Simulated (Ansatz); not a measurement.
# Al: the cost of one run

Program: Ansatz 0.2.0. Level of theory: DFT LDA, plane waves, PAW, scalar-relativistic, no spin polarisation. These are calculated values, not measurements.

**1. The structure to begin with**

The cell holds 19 atoms (Al19): a = 5.728 Å, b = 8.591 Å, c = 15.677 Å, α = 90.00°, β = 90.00°, γ = 60.00°.

Coordinates:

```
CELL_PARAMETERS angstrom
5.72757 0.00000 0.00000
4.29567 7.44032 0.00000
0.00000 0.00000 15.67654
ATOMIC_POSITIONS crystal
Al 0.16667 0.11111 0.06379
Al 0.66667 0.11111 0.06379
Al 0.16667 0.44444 0.06379
Al 0.66667 0.44444 0.06379
Al 0.16667 0.77778 0.06379
Al 0.66667 0.77778 0.06379
Al 0.83333 0.22222 0.21295
Al 0.33333 0.22222 0.21295
Al 0.83333 0.55556 0.21295
Al 0.33333 0.55556 0.21295
Al 0.83333 0.88889 0.21295
Al 0.33333 0.88889 0.21295
Al 0.00000 0.00000 0.36210
Al 0.50000 0.00000 0.36210
Al 0.00000 0.33333 0.36210
Al 0.50000 0.33333 0.36210
Al 0.00000 0.66667 0.36210
Al 0.50000 0.66667 0.36210
Al 0.15575 0.78931 0.48394
```

**2. Preparing the start**

Input file input.yaml:

```yaml
crystal:
  lattice:
    - [5.727565, 0.0, 0.0]
    - [4.295674, 7.440325, 0.0]
    - [0.0, 0.0, 15.676537]
  atoms:
    - { symbol: Al, position: [0.1666667, 0.1111111, 0.0637896] }
    - { symbol: Al, position: [0.6666667, 0.1111111, 0.0637896] }
    - { symbol: Al, position: [0.1666667, 0.4444444, 0.0637896] }
    - { symbol: Al, position: [0.6666667, 0.4444444, 0.0637896] }
    - { symbol: Al, position: [0.1666667, 0.7777778, 0.0637896] }
    - { symbol: Al, position: [0.6666667, 0.7777778, 0.0637896] }
    - { symbol: Al, position: [-0.1666667, 0.2222222, 0.2129468] }
    - { symbol: Al, position: [0.3333333, 0.2222222, 0.2129468] }
    - { symbol: Al, position: [-0.1666667, 0.5555556, 0.2129468] }
    - { symbol: Al, position: [0.3333333, 0.5555556, 0.2129468] }
    - { symbol: Al, position: [-0.1666667, 0.8888889, 0.2129468] }
    - { symbol: Al, position: [0.3333333, 0.8888889, 0.2129468] }
    - { symbol: Al, position: [0.0, 0.0, 0.362104] }
    - { symbol: Al, position: [0.5, 0.0, 0.362104] }
    - { symbol: Al, position: [0.0, 0.3333333, 0.362104] }
    - { symbol: Al, position: [0.5, 0.3333333, 0.362104] }
    - { symbol: Al, position: [0.0, 0.6666667, 0.362104] }
    - { symbol: Al, position: [0.5, 0.6666667, 0.362104] }
    - { symbol: Al, position: [0.1557515, 0.7893055, 0.4839422] }
basis:
  ecutwfc: 420.0
kpoints:
  mp_grid: { grid: [2, 2, 1] }
hamiltonian:
  xc: lda
  pseudopotentials: { kind: paw, azcp: { folder: soft_1 } }
scf:
  occupations: { method: fermi_dirac, width: 0.1 }
  lower_state_search: "off"
relax:
  f_tol: 0.08
  max_steps: 25
  adjacent_minimum: "off"
  constraints: [{ sites: [0, 1, 2, 3, 4, 5] }]
output:
  write_density: true
  write_potential: true
  elf: true
  volumetric_format: npy
```

Launch:

```sh
$ ansatz run input.yaml --threads 1 --pin off --max-ram 3072MiB --backend cpu --events-out ev --progress --plain --runs-dir out
```

Q: Estimate wall time and peak memory on 1 thread of AMD EPYC 9R45 (Zen 5), shared host.

About 18 s, with a peak of 0.69 GiB.
